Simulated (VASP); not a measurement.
# C in VASP: work function with PBE

Aim: the work function of C with PBE.

Everything below comes from runs of VASP 6.6.1. Logs are shortened: lines on timing, memory, paths and dates and some standing lists are left out, and cuts for length are marked.

## 1. The undisturbed slab

The cell holds a slab with vacuum, 6 atoms: a = 2.470 Å, b = 2.470 Å, c = 21.824 Å, α = 90.00°, β = 90.00°, γ = 120.00°.

The slab is cut from a database's or a generator's crystal, which needn't be the stable form of the element.

## 2. Work function, PBE (the (0 0 1) slab of C, cut from the database cell, not relaxed)

File INCAR:

```
SYSTEM = C
PREC = Accurate
ENCUT = 520
EDIFF = 1E-6
ISMEAR = 0
SIGMA = 0.05
LREAL = .FALSE.
LASPH = .TRUE.
NELM = 80
ALGO = Fast
ISIF = 2
LWAVE = .FALSE.
LCHARG = .TRUE.
LDIPOL = .TRUE.
IDIPOL = 3
DIPOL = 0.5 0.5 0.500
GGA = PE
LELF = .TRUE.
LVHAR = .TRUE.
LVACPOTAV = .TRUE.
```

File KPOINTS:

```
Automatic mesh
0
G
  12 12 1
  0 0 0
```

File POSCAR:

```
C
1.0
    2.4699988104      0.0000000000      0.0000000000
   -1.2349994052      2.1390817171      0.0000000000
    0.0000000000      0.0000000000     21.8239500000
C
6
Direct
    0.0000000000      0.0000000000      0.3436591451
    0.3333333333      0.6666666666      0.3452147755
    0.0000000000      0.0000000000      0.4992221848
    0.6666666667      0.3333333334      0.5007778152
    0.0000000000      0.0000000000      0.6547852245
    0.3333333333      0.6666666666      0.6563408549
```

Potentials or basis: VASP PAW PBE potentials, release 64 (C).

Started as:

```console
$ cat potpaw_PBE.64/C/POTCAR > POTCAR
$ mpirun -np 1 vasp_std > vasp.out
```

OUTCAR:

```text
SYSTEM = C
   PREC = Accurate
   ENCUT = 520
   EDIFF = 1E-6
   ISMEAR = 0
   LREAL = .FALSE.
   LASPH = .TRUE.
   NELM = 80
   ISIF = 2
   GGA = PE

 ion  position               nearest neighbor table
   1  0.000  0.000  0.344-   2 1.43   2 1.43   2 1.43
   2  0.333  0.667  0.345-   1 1.43   1 1.43   1 1.43
   3  0.000  0.000  0.499-   4 1.43   4 1.43   4 1.43
   4  0.667  0.333  0.501-   3 1.43   3 1.43   3 1.43
   5  0.000  0.000  0.655-   6 1.43   6 1.43   6 1.43
   6  0.333  0.667  0.656-   5 1.43   5 1.43   5 1.43

  LATTYP: Found a hexagonal cell.
 ALAT       =     2.4699988104
 C/A-ratio  =     8.8356115429

  Lattice vectors:

 A1 = (   2.4699988104,   0.0000000000,   0.0000000000)
 A2 = (  -1.2349994052,   2.1390817171,   0.0000000000)
 A3 = (   0.0000000000,   0.0000000000,  21.8239500000)

Analysis of symmetry for initial positions (statically):
=====================================================================
 Subroutine PRICEL returns:
 Original cell was already a primitive cell.

 Routine SETGRP: Setting up the symmetry group for a
 hexagonal supercell.

 Subroutine GETGRP returns: Found  6 space group operations
 (whereof  6 operations were pure point group operations)
 out of a pool of 24 trial point group operations.

The static configuration has the point symmetry C_3v.

Analysis of symmetry for dynamics (positions and initial velocities):
=====================================================================
 Subroutine PRICEL returns:
 Original cell was already a primitive cell.

 Routine SETGRP: Setting up the symmetry group for a
 hexagonal supercell.

 Subroutine GETGRP returns: Found  6 space group operations
 (whereof  6 operations were pure point group operations)
 out of a pool of 24 trial point group operations.

The dynamic configuration has the point symmetry C_3v.

 Subroutine INISYM returns: Found  6 space group operations
 (whereof  6 operations are pure point group operations),
 and found     1 'primitive' translations

----------------------------------------------------------------------------------------

                                     Primitive cell

  volume of cell :     115.3075

  direct lattice vectors                    reciprocal lattice vectors
     2.469998810  0.000000000  0.000000000     0.404858495  0.233745161  0.000000000
    -1.234999405  2.139081717  0.000000000     0.000000000  0.467490322  0.000000000
     0.000000000  0.000000000 21.823950000     0.000000000  0.000000000  0.045821219

  length of vectors
     2.469998810  2.469998810 21.823950000     0.467490322  0.467490322  0.045821219

  position of ions in fractional coordinates (direct lattice)
     0.000000000  0.000000000  0.343659145
     0.333333333  0.666666667  0.345214775
     0.000000000  0.000000000  0.499222185
     0.666666667  0.333333333  0.500777815
     0.000000000  0.000000000  0.654785225
     0.333333333  0.666666667  0.656340855

  ion indices of the primitive-cell ions
   primitive index   ion index
                 1           1
                 2           2
                 3           3
                 4           4
                 5           5
                 6           6

----------------------------------------------------------------------------------------

 KPOINTS: Automatic mesh

Automatic generation of k-mesh.
 Grid dimensions read from file:
 generate k-points for:   12   12    1

 Generating k-lattice:

  Cartesian coordinates                     Fractional coordinates (reciprocal lattice)
     0.033738208  0.019478763  0.000000000     0.083333333  0.000000000  0.000000000
     0.000000000  0.038957527  0.000000000     0.000000000  0.083333333  0.000000000
     0.000000000  0.000000000  0.045821219     0.000000000  0.000000000  1.000000000

  Length of vectors
     0.038957527  0.038957527  0.045821219

  Shift w.r.t. Gamma in fractional coordinates (k-lattice)
     0.000000000  0.000000000  0.000000000

 Subroutine IBZKPT returns following result:
 ===========================================

 Found     19 irreducible k-points:

 Following reciprocal coordinates:
            Coordinates               Weight
  0.000000  0.000000  0.000000      1.000000
  0.083333  0.000000  0.000000      6.000000
  0.166667  0.000000  0.000000      6.000000
  0.250000  0.000000  0.000000      6.000000
  0.333333  0.000000  0.000000      6.000000
  0.416667  0.000000  0.000000      6.000000
[... 11 lines left out ...]
  0.333333  0.250000  0.000000     12.000000
  0.333333  0.333333  0.000000      2.000000
   k-points           NKPTS =     19   k-points in BZ     NKDIM =     19   number of bands    NBANDS=     16
   number of dos      NEDOS =    301   number of ions     NIONS =      6
   total plane-waves  NPLWV =  52488
   dimension x,y,z NGX =    18 NGY =   18 NGZ =  162
   dimension x,y,z NGXF=    36 NGYF=   36 NGZF=  324
   ions per type =               6
   NGX,Y,Z   is equivalent  to a cutoff of  12.12, 12.12, 12.34 a.u.
   NGXF,Y,Z  is equivalent  to a cutoff of  24.23, 24.23, 24.68 a.u.
 SYSTEM =  C
   PREC   = accura    normal or accurate (medium, high low for compatibility)
   ISTART =      0    job   : 0-new  1-cont  2-samecut
   ICHARG =      2    charge: 1-file 2-atom 10-const
   ISPIN  =      1    spin polarized calculation?
   LNONCOLLINEAR =      F non collinear calculations
   LSORBIT =      F    spin-orbit coupling
   LASPH  =      T    aspherical Exc in radial PAW
   ENCUT  =  520.0 eV  38.22 Ry    6.18 a.u.   4.59  4.59 40.58*2*pi/ulx,y,z
   NELM   =     80;   NELMIN=  2; NELMDL= -5     # of ELM steps
   EDIFF  = 0.1E-05   stopping-criterion for ELM
   LREAL  =      F    real-space projection
   EDIFFG = 0.1E-04   stopping-criterion for IOM
   NSW    =      0    number of steps for IOM
   IBRION =     -1    ionic relax: 0-MD 1-quasi-New 2-CG
   NFREE  =      0    steps in history (QN), initial steepest desc. (CG)
   ISIF   =      2    stress and relaxation
   ISYM   =      2    0-nonsym 1-usesym 2-fastsym
   POTIM  = 0.5000    time-step for ionic-motion
   TEBEG  =    0.0;   TEEND  =   0.0 temperature during run
   PSTRESS=    0.0 pullay stress
   NELECT =      24.0000    total number of electrons
   NUPDOWN=      -1.0000    fix difference up-down
   EMIN   =  10.00;   EMAX   =-10.00  energy-range for DOS
   EFERMI =   0.00;   METHOD = LEGACY
   ISMEAR =     0;   SIGMA  =   0.05  broadening in eV -4-tet -1-fermi 0-gaus
   EFERMI_NEDOS =   21; number of points for ismear=-14 and -15
   IALGO  =     68    algorithm
   IMIX   =      4    mixing-type and parameters
     AMIX     =   0.40;   BMIX     =  1.00
     AMIX_MAG =   1.60;   BMIX_MAG =  1.00
  volume/ion in A,a.u.               =      19.22       129.69
  Fermi-wavevector in a.u.,A,eV,Ry     =   0.970196  1.833404 12.806892  0.941280
  Thomas-Fermi vector in A             =   2.100311
   LORBIT       =      0    0 simple, 1 ext, 2 COOP (PROOUT), +10 PAW based schemes
   GGA     = PE    functional components
   LHFCALC =     F    Hartree Fock is set to
   AEXX    =    0.0000 exact exchange contribution
   IVDW    =     0    specifies the selected vdW correction
   LEPSILON=     F    determine dielectric tensor
   LRPA    =     F    only Hartree local field effects (RPA)
 non-spin polarized calculation
 RMM-DIIS sequential band-by-band and
 Gauss-broadening in eV      SIGMA  =   0.05
  energy-cutoff  :      520.00
  volume of cell :      115.31
 maximum number of plane-waves:      3148
   NGX =  9   NGY =  9   NGZ = 81

 dipolmoment           0.000000      0.000000     -0.000248 electrons x Angstroem

 number of electron      23.9999993 magnetization

 dipolmoment           0.000000      0.000000      0.000042 electrons x Angstroem

 Free energy of the ion-electron system (eV)
  ---------------------------------------------------
  ext. energy  EPLUGINS =         0.00000000
  ---------------------------------------------------
  free energy    TOTEN  =       -55.26547043 eV

  energy without entropy =      -55.26392368  energy(sigma->0) =      -55.26469706

 E-fermi :  -0.1699     XC(G=0):  -5.1513

 val. band max:       -0.1734270451   @ k =   0.3333   0.3333   0.0000
 cond. band min:      -0.1694480261   @ k =   0.3333   0.3333   0.0000
 fundamental gap:      0.0039790190
 Fermi energy:        -0.1698501632

 k-point     1 :       0.0000    0.0000    0.0000
  band No.  band energies     occupation
      1     -19.7229      2.00000
      2     -19.6325      2.00000
      3     -19.5283      2.00000
      4      -8.3574      2.00000
      5      -7.7459      2.00000
      6      -7.0528      2.00000
[... 8 lines left out ...]
     15       4.5175      0.00000
     16       8.1313      0.00000

 k-point     2 :       0.0833    0.0000    0.0000
  band No.  band energies     occupation
      1     -19.5583      2.00000
      2     -19.4689      2.00000
      3     -19.3656      2.00000
      4      -8.1588      2.00000
      5      -7.5511      2.00000
      6      -6.8630      2.00000
[... 8 lines left out ...]
     15       4.7331      0.00000
     16       8.2227      0.00000

 k-point     3 :       0.1667    0.0000    0.0000
  band No.  band energies     occupation
      1     -19.0661      2.00000
      2     -18.9797      2.00000
      3     -18.8793      2.00000
      4      -7.5680      2.00000
      5      -6.9725      2.00000
      6      -6.3007      2.00000
[... 8 lines left out ...]
     15       8.0658      0.00000
     16       8.1773      0.00000

 k-point     4 :       0.2500    0.0000    0.0000
  band No.  band energies     occupation
      1     -18.2524      2.00000
      2     -18.1707      2.00000
      3     -18.0752      2.00000
      4      -7.5932      2.00000
      5      -7.5681      2.00000
      6      -7.5285      2.00000
[... 8 lines left out ...]
     15       7.2401      0.00000
     16       7.8468      0.00000

 k-point     5 :       0.3333    0.0000    0.0000
  band No.  band energies     occupation
      1     -17.1295      2.00000
      2     -17.0544      2.00000
      3     -16.9655      2.00000
      4      -9.8021      2.00000
      5      -9.7657      2.00000
      6      -9.7150      2.00000
[... 8 lines left out ...]
     15       5.0054      0.00000
     16       7.4594      0.00000

 k-point     6 :       0.4167    0.0000    0.0000
  band No.  band energies     occupation
      1     -15.7289      2.00000
      2     -15.6628      2.00000
      3     -15.5829      2.00000
      4     -11.9051      2.00000
      5     -11.8595      2.00000
      6     -11.7997      2.00000
[... 8 lines left out ...]
     15       2.9528      0.00000
     16       7.1605      0.00000
[... 172 lines left out ...]
 k-point    16 :       0.4167    0.1667    0.0000
  band No.  band energies     occupation
      1     -14.0209      2.00000
      2     -13.9898      2.00000
      3     -13.9503      2.00000
      4     -12.9727      2.00000
      5     -12.9576      2.00000
      6     -12.9228      2.00000
[... 8 lines left out ...]
     15       1.4443      0.00000
     16       9.5912      0.00000

 k-point    17 :       0.2500    0.2500    0.0000
  band No.  band energies     occupation
      1     -15.4246      2.00000
      2     -15.3600      2.00000
      3     -15.2816      2.00000
      4     -10.6867      2.00000
      5     -10.6676      2.00000
      6     -10.6358      2.00000
[... 8 lines left out ...]
     15       2.8250      0.00000
     16       9.1978      0.00000

 k-point    18 :       0.3333    0.2500    0.0000
  band No.  band energies     occupation
      1     -13.9955      2.00000
      2     -13.9437      2.00000
      3     -13.8787      2.00000
      4     -12.1150      2.00000
      5     -12.0825      2.00000
      6     -12.0360      2.00000
[... 8 lines left out ...]
     15       1.3219      0.00000
     16      10.5802      0.00000

 k-point    19 :       0.3333    0.3333    0.0000
  band No.  band energies     occupation
      1     -12.7879      2.00000
      2     -12.7329      2.00000
      3     -12.7311      2.00000
      4     -12.7301      2.00000
      5     -12.7165      2.00000
      6     -12.6651      2.00000
[... 8 lines left out ...]
     15       0.2927      0.00000
     16      10.2072      0.00000

------------------------ aborting loop because EDIFF is reached ----------------------------------------

  FORCE on cell =-STRESS in cart. coord.  units (eV):
  Direction    XX          YY          ZZ          XY          YZ          ZX
  --------------------------------------------------------------------------------------
  -------------------------------------------------------------------------------------
  Total       -0.4029347     -0.4029347      0.5757120      0.0000000      0.0000000     -0.0000000
  in kB       -5.5987080     -5.5987080      7.9994179      0.0000000      0.0000000     -0.0000000
  external PRESSURE =      -1.0659994 kB  Pullay stress =       0.0000000 kB

 VOLUME and BASIS-vectors are now :
 -----------------------------------------------------------------------------
  energy-cutoff  :      520.00
  volume of cell :      115.31
      direct lattice vectors                 reciprocal lattice vectors
     2.469998810  0.000000000  0.000000000     0.404858495  0.233745161  0.000000000
    -1.234999405  2.139081717  0.000000000     0.000000000  0.467490322  0.000000000
     0.000000000  0.000000000 21.823950000     0.000000000  0.000000000  0.045821219

 POSITION                                       TOTAL-FORCE (eV/Angst)
 -----------------------------------------------------------------------------------
      0.00000      0.00000      7.50000         0.000000      0.000000      0.528476
     -0.00000      1.42605      7.53395         0.000000     -0.000000     -0.626093
      0.00000      0.00000     10.89500        -0.000000      0.000000      0.566923
      1.23500      0.71303     10.92895         0.000000      0.000000     -0.567043
      0.00000      0.00000     14.29000         0.000000      0.000000      0.607459
     -0.00000      1.42605     14.32395        -0.000000      0.000000     -0.509722
 -----------------------------------------------------------------------------------
    total drift:                               -0.000000      0.000000     -0.000467

  FREE ENERGIE OF THE ION-ELECTRON SYSTEM (eV)
  ---------------------------------------------------
  free  energy   TOTEN  =       -55.2654704332 eV

  energy  without entropy=      -55.2639236812  energy(sigma->0) =      -55.26469706

 vacuum level on the upper side and lower side of the slab         4.127         4.125
```

Wall time 70 s (1 thread of Intel Xeon Platinum 8259CL at 2.50GHz (Skylake/Cascade Lake), shared host); peak memory 0.21 GiB.

Results:

| Property | Result |
| --- | --- |
| Free energy | -55.2655 eV |
| Largest force | 0.626 eV/Å |
| Band gap on the k mesh | 0.00 eV, direct |
| Ionisation potential of the upper face | 4.30 eV |

Forces in eV/Å, atoms in the order of the input:
```
C    0.000  0.000  0.528
C    0.000  0.000 -0.626
C    0.000  0.000  0.567
C    0.000  0.000 -0.567
C    0.000  0.000  0.607
C    0.000  0.000 -0.510
```
